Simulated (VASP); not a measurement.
Wanted: the native input for a VASP 6.6.1 run.

```yaml
Task: work function
Functional: PBE
Potentials_or_basis: VASP PAW PBE potentials, release 64 (Hg)
Cutoff: 520 eV
k_mesh: 9 × 9 × 1
Occupations: gaussian, width 0.05 eV
Spin: no spin polarisation
Dipole_correction: yes
Further_INCAR_settings: ALGO = Fast; EDIFF = 1e-06
```

The structure of Hg lies in POSCAR:

```
Hg
1.0
    3.4373548965      0.0000000000      0.0000000000
   -1.5474517609      3.0693324571      0.0000000000
    0.0000000000      0.0000000000     23.7809722169
Hg
4
Direct
    0.5000000000      0.5000000000      0.3153781911
    0.0000000000      0.0000000000      0.4384593970
    0.5000000000      0.5000000000      0.5615406030
    0.0000000000      0.0000000000      0.6846218089
```

The slab is cut from a database's or a generator's crystal, which needn't be the stable form of the element.

The cell isn't the ideal one: the (1 1 0) slab of Hg, cut from the database cell, not relaxed.

These files were run (other wordings do the same):

INCAR

```
PREC = Accurate
ENCUT = 520
EDIFF = 1E-6
ISMEAR = 0
SIGMA = 0.05
LREAL = F
LASPH = T
NELM = 100
ALGO = Fast
ISIF = 2
LWAVE = F
LCHARG = T
LDIPOL = T
IDIPOL = 3
DIPOL = 0.5 0.5 0.500
GGA = PE
LELF = T
LVHAR = T
LVACPOTAV = T
```

KPOINTS

```
regular mesh
0
Gamma
  9 9 1
```

Potentials or basis: VASP PAW PBE potentials, release 64 (Hg).

Run with:

```bash
$ cat potpaw_PBE.64/Hg/POTCAR > POTCAR
$ mpirun -np 1 vasp_std > vasp.out
```

It gave:

The largest force is 0.032 eV/Å, the band gap on the k mesh is 0.09 eV, indirect (least direct gap 0.39 eV) and the ionisation potential of the upper face is 4.29 eV.

Caveat: spin-orbit coupling is left out, which moves the levels of the heavy elements.

Wall time 4.7 min on 1 thread of Intel(R) Xeon(R) Platinum 8175M CPU @ 2.50GHz (Skylake/Cascade Lake) (shared host), peak memory 0.43 GiB.
